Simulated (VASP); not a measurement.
# PbF2 (Pnma) in VASP: notebook

Runs on PbF2. Level: PBEsol. Tasks: relaxation of cell and atoms.

Program: VASP 6.6.1. These are calculated values, not measurements. Logs are shortened: lines on timing, memory, paths and dates and some standing lists are left out, and cuts for length are marked.

### 1 Starting point

Symmetry: Pnma, No. 62, orthorhombic system. The conventional cell has a = 6.427 Å, b = 3.891 Å, c = 7.636 Å, α = 90.00°, β = 90.00°, γ = 90.00°. Around Pb (site symmetry m) lie 9 F at 2.48 to 2.84 Å. F (site symmetry m) is surrounded by 4 Pb at 2.48 to 2.51 Å. Around F (site symmetry m) lie 5 Pb at 2.57 to 2.84 Å and 4 F at 2.88 to 2.90 Å.

### 2 Relaxation of cell and atoms, PBEsol, target pressure 6.55 GPa, at which the enthalpy is minimised

The input, INCAR:

```
SYSTEM = PbF2
  ALGO = Normal
  EDIFF = 1E-6
  EDIFFG = -0.01
  ENCUT = 600
  GGA = PS
  IBRION = 2
  ISIF = 3
  ISMEAR = 0
  KPAR = 4
  LASPH = .TRUE.
  LCHARG = .FALSE.
  LREAL = .FALSE.
  LWAVE = .FALSE.
  NELM = 80
  NSW = 90
  PREC = Accurate
  PSTRESS = 65.5
  SIGMA = 0.03
```

The input, KPOINTS:

```
k-points
0
G
  4 8 4
  0 0 0
```

The input, POSCAR:

```
PbF2
1.0
    6.4268900000      0.0000000000      0.0000000000
    0.0000000000      3.8909800000      0.0000000000
    0.0000000000      0.0000000000      7.6357400000
Pb F
4 8
Direct
    0.7560000000      0.7500000000      0.1030000000
    0.2440000000      0.2500000000      0.8970000000
    0.7440000000      0.2500000000      0.6030000000
    0.2560000000      0.7500000000      0.3970000000
    0.1420000000      0.7500000000      0.0850000000
    0.8580000000      0.2500000000      0.9150000000
    0.3580000000      0.2500000000      0.5850000000
    0.6420000000      0.7500000000      0.4150000000
    0.5510000000      0.7500000000      0.8140000000
    0.4490000000      0.2500000000      0.1860000000
    0.9490000000      0.2500000000      0.3140000000
    0.0510000000      0.7500000000      0.6860000000
```

Potentials or basis: VASP PAW PBE potentials, release 64 (Pb_d, F).

Run with:

```console
$ cat potpaw_PBE.64/Pb_d/POTCAR potpaw_PBE.64/F/POTCAR > POTCAR
$ mpirun -np 4 vasp_std > vasp.out
```

OUTCAR:

```text
SYSTEM = PbF2
   EDIFF = 1E-6
   EDIFFG = -0.01
   ENCUT = 600
   GGA = PS
   IBRION = 2
   ISIF = 3
   ISMEAR = 0
   LASPH = .TRUE.
   LREAL = .FALSE.
   NELM = 80
   NSW = 90
   PREC = Accurate
   PSTRESS = 65.5

 ion  position               nearest neighbor table
   1  0.756  0.750  0.103-   5 2.48   8 2.49   6 2.51   6 2.51   9 2.57  11 2.81  11 2.81  10 2.84
                            10 2.84   4 3.92   4 3.92   2 4.01   2 4.01   2 4.13   2 4.13
   2  0.244  0.250  0.897-   6 2.48   7 2.49   5 2.51   5 2.51  10 2.57  12 2.81  12 2.81   9 2.84
                             9 2.84   3 3.92   3 3.92   1 4.01   1 4.01   1 4.13   1 4.13
   3  0.744  0.250  0.603-   7 2.48   6 2.49   8 2.51   8 2.51  11 2.57   9 2.81   9 2.81  12 2.84
                            12 2.84   2 3.92   2 3.92   4 4.01   4 4.01   4 4.13   4 4.13
   4  0.256  0.750  0.397-   8 2.48   5 2.49   7 2.51   7 2.51  12 2.57  10 2.81  10 2.81  11 2.84
                            11 2.84   1 3.92   1 3.92   3 4.01   3 4.01   3 4.13   3 4.13
   5  0.142  0.750  0.085-   1 2.48   4 2.49   2 2.51   2 2.51
   6  0.858  0.250  0.915-   2 2.48   3 2.49   1 2.51   1 2.51
   7  0.358  0.250  0.585-   3 2.48   2 2.49   4 2.51   4 2.51
   8  0.642  0.750  0.415-   4 2.48   1 2.49   3 2.51   3 2.51
   9  0.551  0.750  0.814-   1 2.57   3 2.81   3 2.81   2 2.84   2 2.84
  10  0.449  0.250  0.186-   2 2.57   4 2.81   4 2.81   1 2.84   1 2.84
  11  0.949  0.250  0.314-   3 2.57   1 2.81   1 2.81   4 2.84   4 2.84
  12  0.051  0.750  0.686-   4 2.57   2 2.81   2 2.81   3 2.84   3 2.84

  LATTYP: Found a simple orthorhombic cell.
 ALAT       =     3.8909800000
 B/A-ratio  =     1.6517406926
 C/A-ratio  =     1.9624207783

  Lattice vectors:

 A1 = (   0.0000000000,  -3.8909800000,   0.0000000000)
 A2 = (   6.4268900000,   0.0000000000,   0.0000000000)
 A3 = (   0.0000000000,   0.0000000000,   7.6357400000)

Analysis of symmetry for initial positions (statically):
=====================================================================
 Subroutine PRICEL returns:
 Original cell was already a primitive cell.

 Routine SETGRP: Setting up the symmetry group for a
 simple orthorhombic supercell.

 Subroutine GETGRP returns: Found  8 space group operations
 (whereof  2 operations were pure point group operations)
 out of a pool of  8 trial point group operations.

The static configuration has the point symmetry S_2 .
 The point group associated with its full space group is D_2h.

Analysis of symmetry for dynamics (positions and initial velocities):
=====================================================================
 Subroutine PRICEL returns:
 Original cell was already a primitive cell.

 Routine SETGRP: Setting up the symmetry group for a
 simple orthorhombic supercell.

 Subroutine GETGRP returns: Found  8 space group operations
 (whereof  2 operations were pure point group operations)
 out of a pool of  8 trial point group operations.

The dynamic configuration has the point symmetry S_2 .
 The point group associated with its full space group is D_2h.

 Subroutine INISYM returns: Found  8 space group operations
 (whereof  2 operations are pure point group operations),
 and found     1 'primitive' translations

----------------------------------------------------------------------------------------

                                     Primitive cell

  volume of cell :     190.9462

  direct lattice vectors                    reciprocal lattice vectors
     6.426890000  0.000000000  0.000000000     0.155596253  0.000000000  0.000000000
     0.000000000  3.890980000  0.000000000     0.000000000  0.257004662  0.000000000
     0.000000000  0.000000000  7.635740000     0.000000000  0.000000000  0.130963076

  length of vectors
     6.426890000  3.890980000  7.635740000     0.155596253  0.257004662  0.130963076

  position of ions in fractional coordinates (direct lattice)
     0.756000000  0.750000000  0.103000000
     0.244000000  0.250000000  0.897000000
     0.744000000  0.250000000  0.603000000
     0.256000000  0.750000000  0.397000000
     0.142000000  0.750000000  0.085000000
     0.858000000  0.250000000  0.915000000
     0.358000000  0.250000000  0.585000000
     0.642000000  0.750000000  0.415000000
     0.551000000  0.750000000  0.814000000
     0.449000000  0.250000000  0.186000000
     0.949000000  0.250000000  0.314000000
     0.051000000  0.750000000  0.686000000

[... 34 lines left out ...]
     0.000000000  0.000000000  0.000000000

 Subroutine IBZKPT returns following result:
 ===========================================

 Found     45 irreducible k-points:

 Following reciprocal coordinates:
            Coordinates               Weight
  0.000000  0.000000  0.000000      1.000000
  0.250000  0.000000  0.000000      2.000000
  0.500000  0.000000  0.000000      1.000000
  0.000000  0.125000  0.000000      2.000000
  0.250000  0.125000  0.000000      4.000000
  0.500000  0.125000  0.000000      2.000000
[... 16 lines left out ...]
  0.250000  0.250000  0.250000      8.000000
  0.500000  0.250000  0.250000      4.000000
 [... further k-points ...]
   k-points           NKPTS =     45   k-points in BZ     NKDIM =     45   number of bands    NBANDS=     67
   number of dos      NEDOS =    301   number of ions     NIONS =     12
   total plane-waves  NPLWV = 110592
   dimension x,y,z NGX =    54 NGY =   32 NGZ =   64
   dimension x,y,z NGXF=   108 NGYF=   64 NGZF=  128
   ions per type =               4   8
   NGX,Y,Z   is equivalent  to a cutoff of  13.97, 13.67, 13.93 a.u.
   NGXF,Y,Z  is equivalent  to a cutoff of  27.94, 27.34, 27.87 a.u.
 SYSTEM =  PbF2
   PREC   = accura    normal or accurate (medium, high low for compatibility)
   ISTART =      0    job   : 0-new  1-cont  2-samecut
   ICHARG =      2    charge: 1-file 2-atom 10-const
   ISPIN  =      1    spin polarized calculation?
   LNONCOLLINEAR =      F non collinear calculations
   LSORBIT =      F    spin-orbit coupling
   LASPH  =      T    aspherical Exc in radial PAW
   ENCUT  =  600.0 eV  44.10 Ry    6.64 a.u.  12.84  7.77 15.25*2*pi/ulx,y,z
   NELM   =     80;   NELMIN=  2; NELMDL= -5     # of ELM steps
   EDIFF  = 0.1E-05   stopping-criterion for ELM
   LREAL  =      F    real-space projection
   EDIFFG = -.1E-01   stopping-criterion for IOM
   NSW    =     90    number of steps for IOM
   IBRION =      2    ionic relax: 0-MD 1-quasi-New 2-CG
   NFREE  =      1    steps in history (QN), initial steepest desc. (CG)
   ISIF   =      3    stress and relaxation
   ISYM   =      2    0-nonsym 1-usesym 2-fastsym
   POTIM  = 0.5000    time-step for ionic-motion
   TEBEG  =    0.0;   TEEND  =   0.0 temperature during run
   PSTRESS=   65.5 pullay stress
   NELECT =     112.0000    total number of electrons
   NUPDOWN=      -1.0000    fix difference up-down
   EMIN   =  10.00;   EMAX   =-10.00  energy-range for DOS
   EFERMI =   0.00;   METHOD = LEGACY
   ISMEAR =     0;   SIGMA  =   0.03  broadening in eV -4-tet -1-fermi 0-gaus
   EFERMI_NEDOS =   21; number of points for ismear=-14 and -15
   IALGO  =     38    algorithm
   IMIX   =      4    mixing-type and parameters
     AMIX     =   0.40;   BMIX     =  1.00
     AMIX_MAG =   1.60;   BMIX_MAG =  1.00
  volume/ion in A,a.u.               =      15.91       107.38
  Fermi-wavevector in a.u.,A,eV,Ry     =   1.370389  2.589660 25.551276  1.877966
  Thomas-Fermi vector in A             =   2.496180
   LORBIT       =      0    0 simple, 1 ext, 2 COOP (PROOUT), +10 PAW based schemes
   GGA     = PS    functional components
   LHFCALC =     F    Hartree Fock is set to
   AEXX    =    0.0000 exact exchange contribution
   IVDW    =     0    specifies the selected vdW correction
   LEPSILON=     F    determine dielectric tensor
   LRPA    =     F    only Hartree local field effects (RPA)
 conjugate gradient relaxation of ions
 non-spin polarized calculation
 Gauss-broadening in eV      SIGMA  =   0.03
  energy-cutoff  :      600.00
  volume of cell :      190.95
 maximum number of plane-waves:      6412
 NGX is ok and might be reduce to    54
   NGX = 25   NGY = 15   NGZ = 31

--------------------------------------- Ionic step        1  -------------------------------------------

 number of electron     111.9999963 magnetization

 Free energy of the ion-electron system (eV)
  ---------------------------------------------------
  ext. energy  EPLUGINS =         0.00000000
  ---------------------------------------------------
  free energy    TOTEN  =       -59.23233792 eV

  energy without entropy =      -59.23233792  energy(sigma->0) =      -59.23233792

------------------------ aborting loop because EDIFF is reached ----------------------------------------

  FORCE on cell =-STRESS in cart. coord.  units (eV):
  Direction    XX          YY          ZZ          XY          YZ          ZX
  --------------------------------------------------------------------------------------
  -------------------------------------------------------------------------------------
  Total       -2.7915895     -3.1509467     -3.7283521      0.0000000      0.0000000      0.0000000
  in kB      -23.4234652    -26.4387331    -31.2835840      0.0000000      0.0000000      0.0000000
  external PRESSURE =     -92.5485941 kB  Pullay stress =      65.5000000 kB
[... 127 lines left out ...]
  energy  without entropy=      -59.0811625978  energy(sigma->0) =      -59.08116260

  enthalpy is  TOTEN    =       -52.0305865115 eV   P V=        7.0505760863

[... ionic steps 4 to 21 ...]

--------------------------------------- Ionic step       22  -------------------------------------------

 number of electron     112.0000055 magnetization

------------------------ aborting loop because EDIFF is reached ----------------------------------------
[... 91 lines left out ...]
--------------------------------------- Ionic step       24  -------------------------------------------

 number of electron     112.0000050 magnetization

 Free energy of the ion-electron system (eV)
  ---------------------------------------------------
  ext. energy  EPLUGINS =         0.00000000
  ---------------------------------------------------
  free energy    TOTEN  =       -59.30985933 eV

  energy without entropy =      -59.30985933  energy(sigma->0) =      -59.30985933

 E-fermi :   4.1061     XC(G=0): -10.9070

 val. band max:        3.9576249822   @ k =   0.0000   0.3750   0.0000
 cond. band min:       7.8474395432   @ k =   0.0000   0.0000   0.0000
 fundamental gap:      3.8898145611
 Fermi energy:         4.1060718432

 k-point     1 :       0.0000    0.0000    0.0000
  band No.  band energies     occupation
      1     -18.1763      2.00000
      2     -17.9874      2.00000
      3     -17.6731      2.00000
      4     -17.6609      2.00000
      5     -17.2204      2.00000
      6     -17.1918      2.00000
[... 1669 lines left out ...]
     66      11.4714      0.00000
     67      12.1295      0.00000

 [... further k-points ...]

------------------------ aborting loop because EDIFF is reached ----------------------------------------

  FORCE on cell =-STRESS in cart. coord.  units (eV):
  Direction    XX          YY          ZZ          XY          YZ          ZX
  --------------------------------------------------------------------------------------
  -------------------------------------------------------------------------------------
  Total        7.0837259      7.0704879      6.9932189     -0.0000000      0.0000000      0.0000000
  in kB       66.0416387     65.9182204     65.1978412     -0.0000000      0.0000000      0.0000000
  external PRESSURE =       0.2192334 kB  Pullay stress =      65.5000000 kB
[... 31 lines left out ...]
  energy  without entropy=      -59.3098593259  energy(sigma->0) =      -59.30985933

  enthalpy is  TOTEN    =       -52.2842304152 eV   P V=        7.0256289106

 reached required accuracy - stopping structural energy minimisation
```

It took 25 min on 4 MPI ranks of Intel Xeon 6975P-C (Granite Rapids), shared host; peak memory 0.69 GiB.

Results:

```
Free energy                                            : -59.3099 eV
Relaxed volume                                         : 14.32 Å³/atom
Relaxed cell                                           : a = 6.119 Å, b = 3.756 Å, c = 7.478 Å, α = 90.00°, β = 90.00°, γ = 90.00°
Space group after relaxing (to 0.05 Å)                 : Pnma (No. 62)
Energy change on relaxing (the enthalpy is what falls) : -6.5 meV/atom
Ionic steps                                            : 24
Pressure after relaxing                                : 6.6 GPa
Largest force after relaxing                           : 0.005 eV/Å
Band gap on the k mesh                                 : 3.89 eV, indirect (least direct gap 4.16 eV)
```

Forces on the atoms (eV/Å):
```
Pb  -0.004  0.000  0.001
Pb   0.004  0.000 -0.001
Pb   0.004  0.000  0.001
Pb  -0.004  0.000 -0.001
F    0.004  0.000  0.000
F   -0.004  0.000  0.000
F   -0.004  0.000  0.000
F    0.004  0.000  0.000
F   -0.005  0.000 -0.001
F    0.005  0.000  0.001
F    0.005  0.000 -0.001
F   -0.005  0.000  0.001
```

Stress tensor (GPa, compression positive):
```
6.60 0.00 0.00
0.00 6.59 0.00
0.00 0.00 6.52
```

Step by step:
```tsv
step	energy change (eV)	largest force (eV/Å)	pressure (GPa)	volume (Å³)
1	0.0000	0.4387	-2.70	190.95
2	0.4654	0.5047	11.19	166.65
3	0.1512	0.4123	6.81	172.46
4	0.1061	0.3283	6.83	171.97
5	0.0612	0.2269	7.18	170.49
6	0.0718	0.2386	7.31	170.15
7	-0.0542	0.1444	5.50	172.56
8	-0.0607	0.1431	5.39	172.72
9	-0.0304	0.1146	6.23	171.42
10	0.0029	0.1389	6.85	170.49
11	-0.0190	0.0986	6.70	170.81
12	-0.0548	0.0465	6.39	171.46
13	-0.0598	0.0443	6.33	171.57
14	-0.0291	0.0319	6.96	170.79
15	-0.0367	0.0331	6.80	170.98
16	-0.0517	0.0388	6.64	171.30
17	-0.0646	0.0514	6.50	171.60
18	-0.0671	0.0337	6.54	171.63
19	-0.0703	0.0272	6.60	171.68
20	-0.0701	0.0259	6.61	171.68
21	-0.0837	0.0084	6.44	172.00
22	-0.0824	0.0112	6.45	171.97
23	-0.0725	0.0183	6.69	171.73
24	-0.0775	0.0048	6.57	171.85
```

Final structure:
```
Pb F
1.0
     6.11885    0.00000    0.00000
     0.00000    3.75585    0.00000
     0.00000    0.00000    7.47784
Pb F
4 8
Direct
  0.74508 0.75000 0.11668
  0.25492 0.25000 0.88332
  0.75492 0.25000 0.61668
  0.24508 0.75000 0.38332
  0.14188 0.75000 0.06178
  0.85812 0.25000 0.93822
  0.35812 0.25000 0.56178
  0.64188 0.75000 0.43822
  0.53989 0.75000 0.82934
  0.46011 0.25000 0.17066
  0.96011 0.25000 0.32934
  0.03989 0.75000 0.67066
```

Caveat: the cell is relaxed towards a set pressure, so the enthalpy falls and the energy may rise; the PAW data sets were made with another functional, which shifts forces and pressure a little; spin-orbit coupling is left out, which as a rule narrows the gap of such compounds by several tenths of an eV. A k mesh can miss the band edges.

### 3 Relaxation of cell and atoms, PBEsol, target pressure 6.55 GPa, at which the enthalpy is minimised

This run uses another cell than the first one, of 14.32 Å³/atom, 0.900 times its volume.

INCAR: that of step 2 with these lines changed.

```diff
@@ -2,4 +2,4 @@
   ALGO = Normal
-  EDIFF = 1E-6
-  EDIFFG = -0.01
+  EDIFF = 1E-7
+  EDIFFG = -0.005
   ENCUT = 600
```

KPOINTS is that of step 2.

The input, POSCAR:

```
PbF2                                    
1.0
    6.1188537906     -0.0000000000      0.0000000000
    0.0000000000      3.7558508752      0.0000000000
    0.0000000000      0.0000000000      7.4778383551
  Pb              F             
     4     8
Direct
     0.7450775649160439    0.7500000000000000    0.1166752409237071
     0.2549224350839561    0.2500000000000000    0.8833247590762929
     0.7549224350839561    0.2500000000000000    0.6166752409237071
     0.2450775649160438    0.7500000000000000    0.3833247590762929
     0.1418845846059868    0.7500000000000000    0.0617763379547124
     0.8581154153940131    0.2500000000000000    0.9382236620452877
     0.3581154153940131    0.2500000000000000    0.5617763379547123
     0.6418845846059869    0.7500000000000000    0.4382236620452876
     0.5398896441845508    0.7500000000000000    0.8293441411207716
     0.4601103558154495    0.2500000000000000    0.1706558588792284
     0.9601103558154492    0.2500000000000000    0.3293441411207717
     0.0398896441845506    0.7500000000000000    0.6706558588792284
```

Potentials or basis: VASP PAW PBE potentials, release 64 (Pb_d, F).

Run with:

```console
$ cat potpaw_PBE.64/Pb_d/POTCAR potpaw_PBE.64/F/POTCAR > POTCAR
$ mpirun -np 4 vasp_std > vasp.out
```

It took 5.1 min on 4 MPI ranks of Intel Xeon 6975P-C (Granite Rapids), shared host; peak memory 0.61 GiB.

It converged, with:

- Free energy: -59.2683 eV
- Relaxed volume: 14.33 Å³/atom
- Relaxed cell: a = 6.124 Å, b = 3.758 Å, c = 7.473 Å, α = 90.00°, β = 90.00°, γ = 90.00°
- Space group after relaxing (to 0.05 Å): Pnma (No. 62)
- Energy change on relaxing (the enthalpy is what falls): -0.5 meV/atom
- Ionic steps: 6
- Pressure after relaxing: 6.6 GPa
- Largest force after relaxing: 0.004 eV/Å
- Band gap on the k mesh: 3.89 eV, indirect (least direct gap 4.16 eV)

Forces on the atoms (eV/Å):
```
Pb   0.002  0.000 -0.001
Pb  -0.002  0.000  0.001
Pb  -0.002  0.000 -0.001
Pb   0.002  0.000  0.001
F   -0.001  0.000  0.000
F    0.001  0.000  0.000
F    0.001  0.000  0.000
F   -0.001  0.000  0.000
F   -0.004  0.000  0.001
F    0.004  0.000 -0.001
F    0.004  0.000  0.001
F   -0.004  0.000 -0.001
```

Step by step:
```csv
step,energy change (eV),largest force (eV/Å),pressure (GPa),volume (Å³)
1,0.0000,0.0052,6.64,171.85
2,-0.0082,0.0063,6.50,172.05
3,-0.0067,0.0060,6.53,172.01
4,-0.0065,0.0059,6.53,172.01
5,-0.0061,0.0056,6.55,172.00
6,-0.0058,0.0043,6.56,171.99
```

Final structure:
```xyz
12
Lattice="6.1240 0.0000 0.0000 0.0000 3.7582 0.0000 0.0000 0.0000 7.4730" Properties=species:S:1:pos:R:3 pbc="T T T"
Pb    4.5624    2.8186    0.8717
Pb    1.5616    0.9395    6.6013
Pb    4.6236    0.9395    4.6081
Pb    1.5004    2.8186    2.8648
F     0.8695    2.8186    0.4614
F     5.2545    0.9395    7.0116
F     2.1925    0.9395    4.1979
F     3.9316    2.8186    3.2751
F     3.3046    2.8186    6.1980
F     2.8195    0.9395    1.2750
F     5.8815    0.9395    2.4615
F     0.2426    2.8186    5.0115
```

Levels at points of the mesh, in eV from the valence-band top:
```tsv
k point	band 54	band 55	band 56	band 57	band 58	band 59
(0.00, 0.00, 0.00)	-0.51	-0.35	-0.27	3.89	5.01	5.20
(0.50, 0.00, 0.00)	-1.20	-0.35	-0.35	4.15	4.15	5.32
(0.00, 0.50, 0.00)	-1.08	-0.12	-0.12	4.69	4.69	5.65
(0.50, 0.50, 0.00)	-0.64	-0.64	-0.64	4.77	4.77	4.77
(0.00, 0.00, 0.50)	-1.44	-0.21	-0.21	4.45	4.45	6.17
(0.50, 0.00, 0.50)	-0.82	-0.66	-0.66	4.60	4.60	4.66
(0.00, 0.50, 0.50)	-0.74	-0.15	-0.15	4.26	4.26	6.08
(0.50, 0.50, 0.50)	-0.55	-0.55	-0.55	4.69	4.69	4.69
```

Caveat: the cell is relaxed towards a set pressure, so the enthalpy falls and the energy may rise; the PAW data sets were made with another functional, which shifts forces and pressure a little; spin-orbit coupling is left out, which as a rule narrows the gap of such compounds by several tenths of an eV. A k mesh can miss the band edges.
